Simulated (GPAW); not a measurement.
# HfB2 and the effect of the Hubbard U on Hf d

```xyz
3
Lattice="3.1400 0.0000 0.0000 -1.5700 2.7193 0.0000 0.0000 0.0000 3.4800" Properties=species:S:1:pos:R:3 pbc="T T T"
Hf    0.0000    0.0000    0.0000
B     1.5700    0.9064    1.7400
B     0.0000    1.8129    1.7400
```

Kept alike: task single point; functional LDA; k mesh 10 × 10 × 8; occupations fermi-dirac, width 0.05 eV; no spin polarisation. Program: GPAW, the program's PAW data sets (release 1.2.1) made for this functional, cutoff 800 eV. The mesh is that of the run's cell of 3 atoms. No spin-orbit coupling.

| run | pressure (GPa) |
| --- | --- |
| A | 5.06 |
| B | 8.50 |
| C | -9.71 |
| D | 15.87 |
| E | -1.32 |
| F | -4.27 |
| G | 1.78 |

Pressure is positive in compression; the values hold the error of the finite cutoff, so their zero can differ a little from the energy's minimum. U acts here on a shell without spin polarisation. For a metal such a mesh leaves the last digits unconverged. How U acts hangs on the program's projectors.

Task: The runs differ in the Hubbard U on Hf d alone: 0; 2; 3; 4; 5; 6; 8 eV. Which run is which?

Result: Run A is 5 eV; run B is 6 eV; run C is 0 eV; run D is 8 eV; run E is 3 eV; run F is 2 eV; run G is 4 eV. The pressure rises from -9.71 to 15.87 GPa between 0 and 8 eV. U localises the shell and weakens its bonds, so the cell pushes outwards.
